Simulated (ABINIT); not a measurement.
# CuO (Tenorite) (C2/c) in ABINIT: further runs

One crystal, CuO (Tenorite), is run at these levels: PBE; tasks: single point.

All numbers are computed with ABINIT 10.8.3 (patched build); they aren't measurements. Logs are shortened: lines on timing, memory, paths and dates and some standing lists are left out, and cuts for length are marked. The log counts tension as positive stress, the text compression.

## Step 1: The structure

It takes space group C2/c (No. 15, monoclinic). The conventional cell has a = 4.684 Å, b = 3.423 Å, c = 5.129 Å, α = 90.00°, β = 99.54°, γ = 90.00°. Cu (site symmetry -1) is surrounded by 4 O at 1.95 to 1.96 Å. O (site symmetry 2) is surrounded by 4 Cu at 1.95 to 1.96 Å.

## Step 2: Single point, PBE

run.abi reads:

```
# Pseudopotentials
pp_dirpath "./"
pseudos "Cu.upf, O.upf"

# Structure
acell 3*1.0
rprim
     4.4254551250    -3.2338883171     0.0000000000
     4.4254551250     3.2338883171     0.0000000000
    -1.6063190351     0.0000000000     9.5579879301
ntypat 2
znucl 29 8
natom 4
typat 1 1 2 2
xred
     0.5000000000     0.0000000000     0.5000000000
     0.0000000000     0.5000000000     0.0000000000
     0.4184000000     0.5816000000     0.7500000000
     0.5816000000     0.4184000000     0.2500000000
chkprim 0
chksymtnons 0
tolsym 1.0e-6

# Plane-wave basis
ecut 46.0

# k points
kptopt 1
ngkpt 8 8 4
nshiftk 1
shiftk 0.0 0.0 0.0

# Exchange and correlation
ixc 11

# Bands and occupations
nband 30
occopt 3
tsmear 0.05 eV

# SCF cycle
nstep 100
tolvrs 1.0e-10

# Output
iomode 3
prtwf 0
prteig 0
prtebands 0
prtden 1
prtvha 1
prtvclmb 1
prtpot 1
prtelf 1
```

Potentials or basis: PseudoDojo NC SR PBE v0.4.1 standard.

Command:

```bash
$ abinit run.abi > log 2>&1
```

run.abo:

```text
.Version 10.8.3 of ABINIT
 Symmetries : space group C2/c (# 15); Bravais mC (1-face-center monocl.)
================================================================================
 Values of the parameters that define the memory need of the present run
     intxc =       0    ionmov =       0      iscf =       7    lmnmax =       6
     lnmax =       6     mgfft =      60  mpssoang =       3    mqgrid =    3001
     natom =       4  nloc_mem =       1    nspden =       1   nspinor =       1
    nsppol =       1      nsym =       4    n1xccc =    2501    ntypat =       2
    occopt =       3   xclevel =       2
       mpw =        4097          nfft =       77760          nkpt =          78
================================================================================
================================================================================

--------------------------------------------------------------------------------
------------- Echo of variables that govern the present computation ------------
--------------------------------------------------------------------------------
 -outvars: echo values of preprocessed input variables --------
            acell      1.0000000000E+00  1.0000000000E+00  1.0000000000E+00 Bohr
              amu      6.35460000E+01  1.59994000E+01
          chkprim           0
      chksymtnons           0
             ecut      4.60000000E+01 Hartree
                       outvar_i_n : Printing only first  50 k-points.
              ixc          11
                       outvar_i_n : Printing only first  50 k-points.
         kptrlatt        8    0    0      0    8    0      0    0    4
          kptrlen      3.87681094E+01
            natom           4
            nband          30
            ngfft          36      36      60
             nkpt          78
            nstep         100
             nsym           4
           ntypat           2
                       prtocc : prtvol=0, do not print more k-points.
           occopt           3
        prtebands           0
           prteig           0
           prtelf           1
           prtpot           1
         prtvclmb           1
           prtvha           1
            prtwf           0
            rprim      4.4254551250E+00 -3.2338883171E+00  0.0000000000E+00
                       4.4254551250E+00  3.2338883171E+00  0.0000000000E+00
                      -1.6063190351E+00  0.0000000000E+00  9.5579879301E+00
          spgroup          15
           tolsym      1.00000000E-06
           tolvrs      1.00000000E-10
           tsmear      1.83746611E-03 Hartree
            typat      1  1  2  2
                       outvars : Printing only first  50 k-points.
           xangst      7.4591128610E-01 -8.5564999943E-01  2.5289346956E+00
                       1.1709249992E+00  8.5564999943E-01  0.0000000000E+00
                       1.7043294288E+00  2.7928415981E-01  3.7934020434E+00
                       2.1293431419E+00 -2.7928415981E-01  1.2644673478E+00
            xcart      1.4095680449E+00 -1.6169441585E+00  4.7789939650E+00
                       2.2127275625E+00  1.6169441585E+00  0.0000000000E+00
                       3.2207158487E+00  5.2777057335E-01  7.1684909476E+00
                       4.0238753662E+00 -5.2777057335E-01  2.3894969825E+00
             xred      5.0000000000E-01 -1.0728731168E-17  5.0000000000E-01
                      -7.0879119052E-18  5.0000000000E-01  0.0000000000E+00
                       4.1840000000E-01  5.8160000000E-01  7.5000000000E-01
                       5.8160000000E-01  4.1840000000E-01  2.5000000000E-01
            znucl       29.00000    8.00000

================================================================================

 chkinp: Checking input parameters for consistency.

================================================================================
== DATASET  1 ==================================================================

--- !DatasetInfo
iteration_state: {dtset: 1, }
dimensions: {natom: 4, nkpt: 78, mband: 30, nsppol: 1, nspinor: 1, nspden: 1, mpw: 4097, }
cutoff_energies: {ecut:  46.0, pawecutdg:  -1.0, }
electrons: {nelect:   5.00000000E+01, charge:   0.00000000E+00, occopt:   3.00000000E+00, tsmear:   1.83746611E-03, }
meta: {optdriver: 0, ionmov: 0, optcell: 0, iscf: 7, paral_kgb: 0, }
...

 Exchange-correlation functional for the present dataset will be:
  GGA: Perdew-Burke-Ernzerhof functional - ixc=11
  J.P.Perdew, K.Burke, M.Ernzerhof, PRL 77, 3865 (1996)

 Real(R)+Recip(G) space primitive vectors, cartesian coordinates (Bohr,Bohr^-1):
 R(1)=  4.4254551 -3.2338883  0.0000000  G(1)=  0.1129827 -0.1546126  0.0189879
 R(2)=  4.4254551  3.2338883  0.0000000  G(2)=  0.1129827  0.1546126  0.0189879
 R(3)= -1.6063190  0.0000000  9.5579879  G(3)=  0.0000000  0.0000000  0.1046245
 Unit cell volume ucvol=  2.7357691E+02 bohr^3
[... 77 lines left out ...]
- [  0.00000000E+00,  -2.34006660E-04,   0.00000000E+00, ]
- [  3.38496698E-05,   0.00000000E+00,  -1.54477314E-04, ]
pressure_GPa:   5.5382E+00
xred      :
- [  5.0000E-01,  -1.0729E-17,   5.0000E-01, Cu]
- [ -7.0879E-18,   5.0000E-01,   0.0000E+00, Cu]
- [  4.1840E-01,   5.8160E-01,   7.5000E-01,  O]
- [  5.8160E-01,   4.1840E-01,   2.5000E-01,  O]
cartesian_forces: # hartree/bohr
- [ -0.00000000E+00,  -0.00000000E+00,  -0.00000000E+00, ]
- [ -0.00000000E+00,  -0.00000000E+00,  -0.00000000E+00, ]
- [ -9.03727509E-20,  -5.59389905E-03,  -1.69513714E-20, ]
- [  9.03727509E-20,   5.59389905E-03,   1.69513714E-20, ]
force_length_stats: {min:   0.00000000E+00, max:   5.59389905E-03, mean:   2.79694953E-03, }
...

 Integrated electronic density in atomic spheres:
 ------------------------------------------------
 Atom  Sphere_radius  Integrated_density
    1        2.00000         17.29870380
    2        2.00000         17.29870380
    3        2.00000          6.20339868
    4        2.00000          6.20339868
================================================================================

 ----iterations are completed or convergence reached----

 Mean square residual over all n,k,spin=   17.000E-08; max=  36.655E-05
 reduced coordinates (array xred) for    4 atoms
       0.500000000000     -0.000000000000      0.500000000000
      -0.000000000000      0.500000000000      0.000000000000
       0.418400000000      0.581600000000      0.750000000000
       0.581600000000      0.418400000000      0.250000000000
 rms dE/dt=  1.0444E-02; max dE/dt=  1.8090E-02; dE/dt below (all hartree)
    1       0.000000000000      0.000000000000      0.000000000000
    2       0.000000000000      0.000000000000      0.000000000000
    3      -0.018090044793      0.018090044793      0.000000000000
    4       0.018090044793     -0.018090044793      0.000000000000

 cartesian coordinates (angstrom) at end:
    1      0.74591128609860    -0.85564999942690     2.52893469563177
    2      1.17092499921757     0.85564999942690     0.00000000000000
    3      1.70432942875669     0.27928415981294     3.79340204344765
    4      2.12934314187566    -0.27928415981294     1.26446734781588

 cartesian forces (hartree/bohr) at end:
    1     -0.00000000000000    -0.00000000000000    -0.00000000000000
    2     -0.00000000000000    -0.00000000000000    -0.00000000000000
    3     -0.00000000000000    -0.00559389905250    -0.00000000000000
    4      0.00000000000000     0.00559389905250     0.00000000000000
 frms,max,avg= 2.2836997E-03 5.5938991E-03   0.000E+00  0.000E+00  0.000E+00 h/b

 cartesian forces (eV/Angstrom) at end:
    1     -0.00000000000000    -0.00000000000000    -0.00000000000000
    2     -0.00000000000000    -0.00000000000000    -0.00000000000000
    3     -0.00000000000000    -0.28764985472843    -0.00000000000000
    4      0.00000000000000     0.28764985472843     0.00000000000000
 frms,max,avg= 1.1743256E-01 2.8764985E-01   0.000E+00  0.000E+00  0.000E+00 e/A
 length scales=  1.000000000000  1.000000000000  1.000000000000 bohr
              =  0.529177210544  0.529177210544  0.529177210544 angstroms
 Fermi (or HOMO) energy (hartree) =   0.26018   Average Vxc (hartree)=  -0.45260
 Eigenvalues (hartree) for nkpt=  78  k points:
 kpt#   1, nband= 30, wtk=  0.00391, kpt=  0.0000  0.0000  0.0000 (reduced coord)
  -3.87632   -3.87630   -2.31738   -2.31736   -2.31594   -2.31564   -2.30059   -2.30057
  -0.47401   -0.42485   -0.04261    0.05346    0.06855    0.13958    0.14319    0.14334
   0.14917    0.15268    0.15893    0.16619    0.17457    0.18101    0.18339    0.20128
   0.26741    0.29402    0.32179    0.47984    0.55719    0.74947
      occupation numbers for kpt#   1
   2.00000    2.00000    2.00000    2.00000    2.00000    2.00000    2.00000    2.00000
   2.00000    2.00000    2.00000    2.00000    2.00000    2.00000    2.00000    2.00000
   2.00000    2.00000    2.00000    2.00000    2.00000    2.00000    2.00000    2.00000
   0.03842    0.00000    0.00000    0.00000    0.00000    0.00000
 prteigrs : prtvol=0 or 1, do not print more k-points.

--- !EnergyTerms
iteration_state     : {dtset: 1, }
comment             : Components of total free energy in Hartree
kinetic             :  1.96420205499776E+02
hartree             :  1.35480615299383E+02
xc                  : -5.49402538092606E+01
Ewald energy        : -2.48584466499543E+02
psp_core            :  1.01821978328697E+01
local_psp           : -3.78693008461111E+02
non_local_psp       : -7.20783287411055E+01
internal            : -4.12213038878991E+02
'-kT*entropy'       : -6.63211170316271E-04
total_energy        : -4.12213702090161E+02
total_energy_eV     : -1.12169062634611E+04
band_energy         : -4.08791665914002E+01
...

 Cartesian components of stress tensor (hartree/bohr^3)
  sigma(1 1)= -1.76234630E-04  sigma(3 2)=  0.00000000E+00
  sigma(2 2)= -2.34006660E-04  sigma(3 1)=  3.38496698E-05
  sigma(3 3)= -1.54477314E-04  sigma(2 1)=  0.00000000E+00

-Cartesian components of stress tensor (GPa)         [Pressure=  5.5382E+00 GPa]
- sigma(1 1)= -5.18500182E+00  sigma(3 2)=  0.00000000E+00
- sigma(2 2)= -6.88471364E+00  sigma(3 1)=  9.95891668E-01
- sigma(3 3)= -4.54487948E+00  sigma(2 1)=  0.00000000E+00

== END DATASET(S) ==============================================================
================================================================================

 -outvars: echo values of variables after computation  --------
            acell      1.0000000000E+00  1.0000000000E+00  1.0000000000E+00 Bohr
           etotal     -4.1221370209E+02
            fcart     -0.0000000000E+00 -0.0000000000E+00 -0.0000000000E+00
                      -0.0000000000E+00 -0.0000000000E+00 -0.0000000000E+00
                      -9.0372750889E-20 -5.5938990525E-03 -1.6951371400E-20
                       9.0372750889E-20  5.5938990525E-03  1.6951371400E-20
            rprim      4.4254551250E+00 -3.2338883171E+00  0.0000000000E+00
                       4.4254551250E+00  3.2338883171E+00  0.0000000000E+00
                      -1.6063190351E+00  0.0000000000E+00  9.5579879301E+00
           strten     -1.7623462991E-04 -2.3400666038E-04 -1.5447731361E-04
                       0.0000000000E+00  3.3849669781E-05  0.0000000000E+00
           xangst      7.4591128610E-01 -8.5564999943E-01  2.5289346956E+00
                       1.1709249992E+00  8.5564999943E-01  0.0000000000E+00
                       1.7043294288E+00  2.7928415981E-01  3.7934020434E+00
                       2.1293431419E+00 -2.7928415981E-01  1.2644673478E+00
             xred      5.0000000000E-01 -1.0728731168E-17  5.0000000000E-01
                      -7.0879119052E-18  5.0000000000E-01  0.0000000000E+00
                       4.1840000000E-01  5.8160000000E-01  7.5000000000E-01
                       5.8160000000E-01  4.1840000000E-01  2.5000000000E-01
 Calculation completed.
```

Wall time 6.8 min (1 thread of Arm Neoverse V1, shared host); peak memory 0.21 GiB.

What came out:

```
Free energy                                           : -11216.9063 eV
Pressure                                              : 5.5 GPa
Largest force                                         : 0.288 eV/Å
Band gap on the k mesh                                : none (metal or under the smearing width)
Valence electrons inside the program's atomic spheres : Cu 17.30; O 6.20
```

Forces on the atoms (eV/Å):
```
Cu   0.000  0.000  0.000
Cu   0.000  0.000  0.000
O    0.000 -0.288  0.000
O    0.000  0.288  0.000
```

Stress tensor (GPa, compression positive):
```
 5.18  0.00 -1.00
 0.00  6.88  0.00
-1.00  0.00  4.54
```

Caveat: the run has no spin polarisation, though such a crystal can be magnetic; semilocal functionals often make such compounds metallic where correlation or magnetic order opens a gap, which also shifts bond lengths.

## Step 3: Single point, PBE

Edit run.abi of step 2 so:

```diff
@@ -24,3 +24,3 @@
 # Plane-wave basis
-ecut 46.0
+ecut 52.0
```

Potentials or basis: PseudoDojo NC SR PBE v0.4 stringent.

Command:

```bash
$ abinit run.abi > log 2>&1
```

run.abo:

```text
.Version 10.8.3 of ABINIT
 Symmetries : space group C2/c (# 15); Bravais mC (1-face-center monocl.)
================================================================================
 Values of the parameters that define the memory need of the present run
     intxc =       0    ionmov =       0      iscf =       7    lmnmax =       6
     lnmax =       6     mgfft =      64  mpssoang =       3    mqgrid =    3103
     natom =       4  nloc_mem =       1    nspden =       1   nspinor =       1
    nsppol =       1      nsym =       4    n1xccc =    2501    ntypat =       2
    occopt =       3   xclevel =       2
       mpw =        4927          nfft =       82944          nkpt =          78
================================================================================
================================================================================

--------------------------------------------------------------------------------
------------- Echo of variables that govern the present computation ------------
--------------------------------------------------------------------------------
 -outvars: echo values of preprocessed input variables --------
            acell      1.0000000000E+00  1.0000000000E+00  1.0000000000E+00 Bohr
              amu      6.35460000E+01  1.59994000E+01
          chkprim           0
      chksymtnons           0
             ecut      5.20000000E+01 Hartree
                       outvar_i_n : Printing only first  50 k-points.
              ixc          11
                       outvar_i_n : Printing only first  50 k-points.
         kptrlatt        8    0    0      0    8    0      0    0    4
          kptrlen      3.87681094E+01
            natom           4
            nband          30
            ngfft          36      36      64
             nkpt          78
            nstep         100
             nsym           4
           ntypat           2
                       prtocc : prtvol=0, do not print more k-points.
           occopt           3
        prtebands           0
           prteig           0
           prtelf           1
           prtpot           1
         prtvclmb           1
           prtvha           1
            prtwf           0
            rprim      4.4254551250E+00 -3.2338883171E+00  0.0000000000E+00
[... 183 lines left out ...]
              =  0.529177210544  0.529177210544  0.529177210544 angstroms
 Fermi (or HOMO) energy (hartree) =   0.26112   Average Vxc (hartree)=  -0.45117
 Eigenvalues (hartree) for nkpt=  78  k points:
 kpt#   1, nband= 30, wtk=  0.00391, kpt=  0.0000  0.0000  0.0000 (reduced coord)
  -3.87580   -3.87578   -2.31634   -2.31632   -2.31503   -2.31472   -2.30014   -2.30012
  -0.47286   -0.42376   -0.04113    0.05465    0.06966    0.14018    0.14472    0.14479
   0.14947    0.15320    0.16048    0.16662    0.17496    0.18138    0.18366    0.20182
   0.26839    0.29503    0.32304    0.48118    0.55871    0.75085
      occupation numbers for kpt#   1
   2.00000    2.00000    2.00000    2.00000    2.00000    2.00000    2.00000    2.00000
   2.00000    2.00000    2.00000    2.00000    2.00000    2.00000    2.00000    2.00000
   2.00000    2.00000    2.00000    2.00000    2.00000    2.00000    2.00000    2.00000
   0.03754    0.00000    0.00000    0.00000    0.00000    0.00000
 prteigrs : prtvol=0 or 1, do not print more k-points.

--- !EnergyTerms
iteration_state     : {dtset: 1, }
comment             : Components of total free energy in Hartree
kinetic             :  2.07187409487530E+02
hartree             :  1.41611799382197E+02
xc                  : -5.66092789356890E+01
Ewald energy        : -2.48584466499543E+02
psp_core            :  9.74790060406286E+00
local_psp           : -3.94977660354571E+02
non_local_psp       : -7.80475301565179E+01
internal            : -4.19671826472531E+02
'-kT*entropy'       : -6.60860605894867E-04
total_energy        : -4.19672487333137E+02
total_energy_eV     : -1.14198701496336E+04
band_energy         : -4.08381719802045E+01
...

 Cartesian components of stress tensor (hartree/bohr^3)
  sigma(1 1)= -1.77489346E-04  sigma(3 2)=  0.00000000E+00
  sigma(2 2)= -2.33542590E-04  sigma(3 1)=  3.38637705E-05
  sigma(3 3)= -1.54990959E-04  sigma(2 1)=  0.00000000E+00

-Cartesian components of stress tensor (GPa)         [Pressure=  5.5510E+00 GPa]
- sigma(1 1)= -5.22191686E+00  sigma(3 2)=  0.00000000E+00
- sigma(2 2)= -6.87106023E+00  sigma(3 1)=  9.96306526E-01
- sigma(3 3)= -4.55999143E+00  sigma(2 1)=  0.00000000E+00

== END DATASET(S) ==============================================================
================================================================================

 -outvars: echo values of variables after computation  --------
            acell      1.0000000000E+00  1.0000000000E+00  1.0000000000E+00 Bohr
           etotal     -4.1967248733E+02
            fcart     -0.0000000000E+00 -0.0000000000E+00 -5.1583325221E-32
                      -0.0000000000E+00 -0.0000000000E+00 -5.1583325221E-32
                       2.5483655974E-19 -5.5309359076E-03  4.0254524923E-20
                      -2.5483655974E-19  5.5309359076E-03 -4.0254524923E-20
            rprim      4.4254551250E+00 -3.2338883171E+00  0.0000000000E+00
                       4.4254551250E+00  3.2338883171E+00  0.0000000000E+00
                      -1.6063190351E+00  0.0000000000E+00  9.5579879301E+00
           strten     -1.7748934648E-04 -2.3354259023E-04 -1.5499095854E-04
                       0.0000000000E+00  3.3863770519E-05  0.0000000000E+00
           xangst      7.4591128610E-01 -8.5564999943E-01  2.5289346956E+00
                       1.1709249992E+00  8.5564999943E-01  0.0000000000E+00
                       1.7043294288E+00  2.7928415981E-01  3.7934020434E+00
                       2.1293431419E+00 -2.7928415981E-01  1.2644673478E+00
             xred      5.0000000000E-01 -1.0728731168E-17  5.0000000000E-01
                      -7.0879119052E-18  5.0000000000E-01  0.0000000000E+00
                       4.1840000000E-01  5.8160000000E-01  7.5000000000E-01
                       5.8160000000E-01  4.1840000000E-01  2.5000000000E-01
 Calculation completed.
```

Wall time 8.6 min (1 thread of Arm Neoverse V1, shared host); peak memory 0.24 GiB.

What came out:

| Quantity | Value |
| --- | --- |
| Free energy | -11419.8701 eV |
| Pressure | 5.6 GPa |
| Largest force | 0.284 eV/Å |
| Band gap on the k mesh | none (metal or under the smearing width) |
| Valence electrons inside the program's atomic spheres | Cu 17.30; O 6.20 |

Forces in eV/Å, atoms in the order of the input:
```
Cu   0.000  0.000  0.000
Cu   0.000  0.000  0.000
O    0.000 -0.284  0.000
O    0.000  0.284  0.000
```

Caveat: the run has no spin polarisation, though such a crystal can be magnetic; semilocal functionals often make such compounds metallic where correlation or magnetic order opens a gap, which also shifts bond lengths. With open d or f shells a metallic result of PBE can be an artefact of self-interaction; +U or a hybrid may open a gap.
